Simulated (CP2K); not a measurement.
Runs of CP2K 2026.2 on Al2O3. Symmetry: P-6m2, No. 187, hexagonal system. The conventional cell has a = 2.884 Å, b = 2.884 Å, c = 9.337 Å, α = 90.00°, β = 90.00°, γ = 120.00°. Around Al (site symmetry 3m) lie 3 O at 1.80 Å. O (site symmetry 3m) is surrounded by 3 Al at 1.80 Å. O (site symmetry -6m2) is surrounded by 6 Al at 2.18 Å. Measurements of this composition are mostly on another form, of space group No. 167.

| level | D3 from the s-dftd3 library (D3_REFERENCE_CODE) | cutoff radius of the dispersion sum (A) | cutoff of the non-local correlation (Ry) | gap on the mesh (eV) | pressure (GPa) | largest force (eV/Å) |
| --- | --- | --- | --- | --- | --- | --- |
| r2SCAN+D3(BJ)+ATM | yes | 20 | - | 5.56 | -5.7 | 0.59 |
| r2SCAN+D3(BJ) | yes | 20 | - | 5.56 | -5.9 | 0.59 |
| r2SCAN | - | - | - | 5.56 | (b) | 0.58 |
| r2SCAN+rVV10 | - | - | 300 | 5.52 | (a) | (c) |
| r2SCAN+D4 | - | 20 | - | 5.56 | -5.8 | 0.60 |

Alike in all rows: task single point; potentials or basis POTENTIAL_UZH Al GTH-SCAN-q3, O GTH-SCAN-q6; DZVP-MOLOPT-SCAN-GTH basis; no spin polarisation; cell as given; k mesh 11 × 11 × 3; smearing fermi-dirac 0.05 eV.

Question: Fill in the values left out.

Answer: (a) -5.3; (b) -5.0; (c) 0.57.

Caveats: an odd mesh through Γ misses points on the zone boundary, where band edges often lie; the basis of atomic orbitals isn't converged, which shifts pressures, moduli and gaps.
